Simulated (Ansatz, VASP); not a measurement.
## Si2Ni: VASP beside Ansatz

```
Si Ni
1.0
     0.00000    2.70300    2.70300
     2.70300    0.00000    2.70300
     2.70300    2.70300    0.00000
Si Ni
2 1
Direct
  0.25000 0.25000 0.25000
  0.75000 0.75000 0.75000
  0.00000 0.00000 0.00000
```

Alike in both runs: task single point; functional PBEsol; k mesh 12 × 12 × 12; occupations gaussian, width 0.05 eV; collinear spin.

|  | VASP | Ansatz |
| --- | --- | --- |
| version | VASP 6.6.1 | Ansatz 0.2.0 |
| potentials or method | VASP PAW PBE potentials, release 64 (Si, Ni) | scalar-relativistic, plane waves, PAW |
| plane-wave cutoff (eV) | 520 | 420 |
| valence electrons in the cell | 18 | 26 |

```tsv
	VASP	Ansatz	Ansatz less VASP
gap on the k mesh at the Fermi level (eV)	none	none	-
pressure (GPa)	-1.5	-1.6	-0.04
net moment per atom (μB)	0.00	0.00	0.000
```

A gap of «none» marks a metal or a gap that the smearing closes. The functional is the same, so the differences come from potentials, cutoffs and numerics. The two sets of potentials don't hold the same shells in valence. Ansatz warned: «no_starting_moments».

Caveats: the PAW data sets were made with another functional, which shifts forces and pressure a little (VASP).
